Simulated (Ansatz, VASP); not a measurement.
**Cl: VASP beside Ansatz**

```
Cl
1.0
    -1.75443    1.75443    1.75443
     1.75443   -1.75443    1.75443
     1.75443    1.75443   -1.75443
Cl
1
Direct
  0.00000 0.00000 0.00000
```

Alike in both runs: functional PBE; k mesh 17 × 17 × 17; occupations fermi-dirac, width 0.1 eV; no spin polarisation.

Ansatz relaxed the structure, and its values are those at the end. VASP's run is a single point on that final structure, the one shown.

|  | VASP | Ansatz |
| --- | --- | --- |
| version | VASP 6.6.1 | Ansatz 0.2.0 |
| potentials or method | VASP PAW PBE potentials, release 64 (Cl) | PAW with Ansatz's default frozen-core files, scalar-relativistic |
| plane-wave cutoff (eV) | 520 | 420 |
| valence electrons in the cell | 7 | 7 |

|  | VASP | Ansatz | Ansatz less VASP |
| --- | --- | --- | --- |
| pressure (GPa) | -0.1 | 0.0 | +0.09 |

With one functional, cell and mesh, what is left measures potentials, basis and numerics.

Caveats: an odd number of electrons without spin polarisation forces a metal; a magnetic or distorted state may lie lower.
